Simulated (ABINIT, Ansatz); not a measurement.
This is a calculation of CuO for Ansatz 0.2.0. Atoms were shifted at random by some hundredths of an Å from the given cell, which wasn't relaxed again for these runs. The cell comes from a database or a generator and needn't be the stable form of this composition.

input.yaml

```yaml
crystal:
  lattice:
    - [0.0, 2.32725273, 2.32725273]
    - [2.32725273, 0.0, 2.32725273]
    - [2.32725273, 2.32725273, 0.0]
  atoms:
    - { symbol: Cu, position: [0.003194, -0.000405, 0.001892] }
    - { symbol: O, position: [0.240522, 0.239677, 0.270711] }
hamiltonian:
  xc: pbe
  pseudopotentials: { kind: paw }
kpoints:
  mp_grid: { grid: [10, 10, 10] }
scf:
  occupations: { method: fermi_dirac, width: 0.05 }
output:
  forces: true
  stress: true
  eigenvalues: true
  write_density: true
  write_potential: true
  elf: true
  volumetric_format: npy
```

Potentials or basis: Ansatz PAW.

Launch:

```console
$ ansatz run input.yaml --threads 2 --pin off --max-ram 5120MiB --backend cpu --events-out ev --progress --plain --runs-dir out
```

**Question.** Set up the same calculation for ABINIT 10.8.3 (patched build). Potentials or basis there: JTH PAW PBE v2.0, cutoff 707 eV.

**Answer.** As run (cutoffs and basis follow the program's own potentials, and thresholds, step limits or extra output files can differ):

File run.abi:

```
pp_dirpath "./"
pseudos "Cu.GGA_PBE-JTH.xml, O.GGA_PBE-JTH.xml"

acell 6.2195277991 6.2195277991 6.2195277991
rprim
     0.0000000000     0.7071067812     0.7071067812
     0.7071067812     0.0000000000     0.7071067812
     0.7071067812     0.7071067812     0.0000000000
ntypat 2
znucl 29 8
natom 2
typat 1 2
xred
     0.0031940000    -0.0004050000     0.0018920000
     0.2405220000     0.2396770000     0.2707110000
chkprim 0
chksymtnons 0
tolsym 1.0e-6

ecut 26.0
pawecutdg 48.0
pawxcdev 0

kptopt 1
ngkpt 10 10 10
nshiftk 1
shiftk 0.0 0.0 0.0

ixc 11

nband 17
occopt 3
tsmear 0.00183747

nstep 100
tolvrs 1.0e-9

iomode 3
prtwf 0
prtden 0
prteig 0
prtebands 0
enunit 1
```

Potentials or basis: JTH PAW PBE v2.0.

Command:

```console
$ mpirun --bind-to none -np 4 abinit run.abi > log 2>&1
```

Both were run:

|  | Ansatz | ABINIT |
| --- | --- | --- |
| Pressure | -9.4 GPa | -9.6 GPa |
| Largest force | 0.154 eV/Å | 0.157 eV/Å |
| Energy over the undisturbed cell | 1.8 meV/atom | 1.9 meV/atom |

Ansatz's pressure holds a Pulay term of +0.61 GPa for its cutoff of 420 eV, which the other run lacks.

Where Ansatz's input types no cutoff or centring, it takes its own default and a Γ-centred mesh.

Pressure is positive in compression.
